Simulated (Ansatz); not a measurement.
## Moving the choice of potentials or basis in In

The structure is hexagonal, space group P6_3/mmc (No. 194). The conventional cell has a = 3.335 Å, b = 3.335 Å, c = 5.509 Å, α = 90.00°, β = 90.00°, γ = 120.00°. Around In (site symmetry -6m2) lie 12 In at 3.34 to 3.36 Å.

This isn't the form of In at room conditions, which is tetragonal.

Kept alike: task equation of state; functional PBEsol; k mesh 9 × 9 × 5; occupations fermi-dirac, width 0.05 eV; no spin polarisation. Program: Ansatz. Cutoffs run from 420 to 1116 eV. The mesh is that of the run's cell of 2 atoms. No spin-orbit coupling.

```csv
choice of potentials or basis,volume (Å³/atom),bulk modulus (GPa)
Ansatz PAW (files of its older set among them) (made for PBE),25.634,44.2
Ansatz PAW (made for PBE),25.631,44.2
PseudoDojo standard (made for PBE),25.653,44.2
PseudoDojo stringent (made for PBE),25.667,44.0
```

For a metal such a mesh leaves the last digits unconverged. Volume and modulus come from cells scaled at fixed shape and fractions; off cubic symmetry such a modulus can lie above the relaxed one.

Task: What does the choice of potentials or basis change here?

Result: The volume runs from 25.631 (Ansatz PAW (made for PBE)) to 25.667 Å³/atom (PseudoDojo stringent (made for PBE)). The bulk modulus runs from 44.0 (PseudoDojo stringent (made for PBE)) to 44.2 GPa (Ansatz PAW (files of its older set among them) (made for PBE); Ansatz PAW (made for PBE); PseudoDojo standard (made for PBE)).
